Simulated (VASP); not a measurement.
# PtS₂: convergence, relaxation of the atoms

PtS₂, P1 (no. 1), 9 atoms in the cell. PBE, relaxation of the atoms; PAW potentials Pt, S (PBE set). VASP 6.6.1.

Wanted: energy within 1 meV/atom; two shortest distances of each atom within 0.01 Å.

POSCAR:
```
PtS2
1.0
    3.5432000000      0.0000000000      0.0000000000
   -1.7716000000      3.0685012100      0.0000000000
    0.0000000000      0.0000000000     15.1164000000
Pt S
3 6
Direct
    0.0254200000      0.0151360000      0.0006210000
   -0.0058730000      0.0170270000      0.3344860000
    0.0054480000      0.0097060000      0.6674450000
    0.6821260000      0.3305600000      0.2592790000
    0.6598150000      0.3262400000      0.5878970000
    0.6882120000      0.3308150000      0.9221000000
    0.3245280000      0.6574450000      0.0748110000
    0.3519410000      0.6924700000      0.4127210000
    0.2683820000      0.6206010000      0.7406390000
```

The series start from Force threshold EDIFFG (eV/Å): -0.02; Electronic threshold EDIFF (eV): 1e-6; Relaxation method: conjugate gradient, POTIM 0.5; Mixing and least electronic steps: default. Each series keeps the choices made before it, and each single choice may use up half of a tolerance.

## Force threshold EDIFFG (eV/Å)

| Force threshold EDIFFG (eV/Å) | Energy less reference (meV/atom) | Two shortest distances of each atom, largest deviation (Å) | Time (s) |
|---|---|---|---|
| -0.1 | 0.4 | 0.003 | 32 |
| -0.05 | 0.4 | 0.003 | 32 |
| -0.03 | 0.4 | 0.004 | 36 |
| -0.02 | 0.0 | 0.001 | 72 |
| -0.01 | 0.0 | 0.000 | 71 |
| -0.005 | 0.0 | 0.000 | 72 |
| -0.002 (reference) | 0.0 | 0.000 | 84 |

Chosen: -0.1, the loosest value from which every tighter one stays within half of the tolerance.

## Electronic threshold EDIFF (eV)

| Electronic threshold EDIFF (eV) | Energy less reference (meV/atom) | Two shortest distances of each atom, largest deviation (Å) | SCF iterations | Time (s) |
|---|---|---|---|---|
| 0.001 | 0.0 | 0.000 | 36 | 19 |
| 0.0001 | 0.0 | 0.000 | 46 | 24 |
| 1e-5 | 0.0 | 0.000 | 57 | 27 |
| 1e-6 | 0.0 | 0.000 | 67 | 32 |
| 1e-7 (reference) | 0.0 | 0.000 | 81 | 36 |

Chosen: 0.001.

## Relaxation method

| Relaxation method | Energy less reference (meV/atom) | Two shortest distances of each atom, largest deviation (Å) | SCF iterations | Time (s) |
|---|---|---|---|---|
| conjugate gradient, POTIM 0.5 | 0.0 | 0.000 | 36 | 19 |
| conjugate gradient, POTIM 0.2 | 0.0 | 0.001 | 44 | 25 |
| conjugate gradient, POTIM 1.0 | 0.0 | 0.001 | 44 | 23 |
| quasi-Newton, POTIM 0.5 | 0.0 | 0.001 | 28 | 14 |
| quasi-Newton, POTIM 0.3, 10 steps kept | 0.0 | 0.002 | 25 | 13 |
| quasi-Newton, POTIM 0.5, at least 5 electronic steps | 0.0 | 0.001 | 32 | 15 |
| damped dynamics, POTIM 0.2, SMASS 0.4 | -0.2 | 0.004 | 62 | 35 |
| damped dynamics, POTIM 0.4, SMASS 0.8 | -0.1 | 0.001 | 43 | 22 |
| velocity quench, POTIM 0.1 | 0.0 | 0.001 | 30 | 16 |

Chosen: quasi-Newton, POTIM 0.3, 10 steps kept, the fastest of those that stay within half of the tolerance.

## Mixing and least electronic steps

| Mixing and least electronic steps | Energy less reference (meV/atom) | Two shortest distances of each atom, largest deviation (Å) | SCF iterations | Time (s) |
|---|---|---|---|---|
| default | 0.0 | 0.000 | 25 | 13 |
| MAXMIX 40 | 0.0 | 0.002 | 26 | 14 |
| NELMIN 4 | 0.0 | 0.001 | 28 | 14 |
| NELMIN 4, MAXMIX 40 | 0.0 | 0.002 | 29 | 14 |
| ALGO Fast | 0.0 | 0.001 | 28 | 14 |

Chosen: default; no other choice that stays within half of the tolerance saves 30 % of the time.

## All choices together

| Input | Energy less reference (meV/atom) | Two shortest distances of each atom, largest deviation (Å) | Time (s) |
|---|---|---|---|
| program defaults (naive) | 0.4 | 0.003 | 24 |
| chosen settings | 0.5 | 0.005 | 13 |
| reference settings throughout | 0.0 | 0.000 | 106 |

The tolerance is met.

## The input

INCAR:
```
  PREC = Normal
  ENCUT = 300
  EDIFF = 0.001
  ISMEAR = 0
  SIGMA = 0.05
  LREAL = F
  LASPH = T
  NELM = 100
  ALGO = Normal
  LWAVE = F
  LCHARG = F
  IBRION = 1
  NSW = 150
  ISIF = 2
  EDIFFG = -0.1
  POTIM = 0.3
  KPAR = 4
  NFREE = 10
```

KPOINTS:
```
k-points
0
Gamma
  5 5 1
```

Commands:
```
cat potpaw_PBE.64/Pt/POTCAR potpaw_PBE.64/S/POTCAR > POTCAR
mpirun -np 4 vasp_std > vasp.out
```

The naive input happens to agree within the tolerance here, in 24 s.

Limits: the start was distorted on purpose (atoms moved at random), so the space group given is the start's and not the crystal's.

The chosen input took VASP 6.6.1 13 s on 4 cores (AMD EPYC 7R13 (Zen 3)), a shared host.

## An input that fails: ionic step far too long

VASP's message: internal error in: us.F  at line: 1398 internal ERROR SETYLM_AUG: -9 8 215 23 -10 7 7 If you are not a developer, you should not encounter this problem. Please submit a bug report.

Changes against the starting input:
```
- NELM = 100
- IBRION = 2
- NSW = 150
- POTIM = 0.5
+ NELM = 60
+ IBRION = 3
+ NSW = 30
+ POTIM = 5.0
+ SMASS = 0.4
```
